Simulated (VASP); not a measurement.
## VASP inputs for LiF (strained zincblende)

INCAR

```
NBANDS = 12
SIGMA = 0.01
LCHARG = .FALSE.
IBRION = -1
ISIF = 2
ENCUT = 520
NELM = 120
ISMEAR = 0
NSW = 0
LWAVE = .FALSE.
LREAL = .FALSE.
METAGGA = R2SCAN
EDIFF = 1E-7
ALGO = Normal
PREC = Accurate
LASPH = .TRUE.
```

KPOINTS

```
KPOINTS created by Atomic Simulation Environment
0
Gamma
10 10 10
0 0 0
```

KPOINTS_OPT

```
special points
6
Reciprocal
0.0000000000 0.0000000000 0.0000000000 1
-0.5000000000 -0.5000000000 0.0000000000 1
-0.3750000000 -0.3750000000 0.2500000000 1
-0.3750000000 0.0000000000 0.3750000000 1
0.0000000000 0.0000000000 0.5000000000 1
-0.5000000000 -0.2500000000 0.2500000000 1
```

POSCAR

```
Li F
 1.0000000000000000
     0.0000000000000000    2.1767797081000002    2.0966475590000000
     2.1767797081000002    0.0000000000000000    2.0966475590000000
     2.1767797081000002    2.1767797081000002    0.0000000000000000
 Li  F
   1   1
Cartesian
  0.0000000000000000  0.0000000000000000  0.0000000000000000
  1.0883898540500003  1.0883898540500003  1.0483237795000000
```

VASP ran with the recommended PBE PAW datasets (10 valence electrons in the cell).

Question: What does this run give?

Answer: gap between bands v and c 8.68 eV; least direct gap 8.68 eV; pressure -0.7 GPa.

Band v is the last that the valence electrons fill when counted band by band, and c is the next. Levels in eV from the top of v:

```tsv
point	v−1	v	c	c+1
Γ	-0.06	0.00	8.68	20.93
X	-0.92	-0.92	11.33	17.07
K	-0.94	-0.61	12.51	15.96
L	-0.35	-0.23	12.77	15.94
W	-0.99	-0.78	12.77	16.62
```
